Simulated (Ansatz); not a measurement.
Cl:

```xyz
4
Lattice="3.1450 -2.2500 0.0000 3.1450 2.2500 0.0000 0.0000 0.0000 8.2100" Properties=species:S:1:pos:R:3 pbc="T T T"
Cl    3.1450    0.5850    3.2840
Cl    3.1450    1.6650    7.3890
Cl    3.1450   -0.5850    4.9260
Cl    3.1450   -1.6650    0.8210
```

```yaml
Program: Ansatz 0.2.0
Task: relaxation of cell and atoms
Functional: PBE
Potentials_or_basis: Ansatz PAW
Cutoff: "420 eV (not typed: the program's choice for these potentials)"
k_mesh: 7 × 7 × 4
Occupations: fermi-dirac, width 0.05 eV
Spin: no spin polarisation
```

At the start: volume 29.05 Å³/atom.

Task: How do energy, volume and symmetry change on relaxing?

Result: It ends after 14 steps and the volume is 35.43 Å³/atom (+22.0 %); space group Cmce (No. 64, to 0.05 Å).

The path:
```
step  energy change (eV)  largest force (eV/Å)  volume (Å³)
   1              0.0000                0.0976       116.19
   2             -0.0421                0.0322       122.62
   3             -0.0628                0.0300       129.93
   4             -0.0729                0.1437       132.13
   5             -0.0764                0.0132       134.98
   6             -0.0783                0.0127       134.75
   7             -0.0784                0.0074       134.36
   8             -0.0784                0.0006       133.82
   9             -0.0840                0.0011       133.82
  10             -0.0867                0.0047       136.85
  11             -0.0877                0.0314       140.84
  12             -0.0879                0.0069       141.98
  13             -0.0880                0.0027       141.72
  14             -0.0884                0.0026       141.72
```

Final structure:
```
Cl
1.0
     3.95599   -2.14750    0.00000
     3.95599    2.14750    0.00000
     0.00000    0.00000    8.34087
Cl
4
Direct
  0.38660 0.61340 0.39353
  0.11340 0.88660 0.89353
  0.61340 0.38660 0.60647
  0.88660 0.11340 0.10647
```

Caveat: the volume moved by over 15 % at a fixed basis, so the end points are rough; the plane-wave basis is chosen anew once the cell has moved, so the energies of steps on either side of that aren't comparable; the volume moved by +22 % from the deposited cell, more than functionals usually miss.
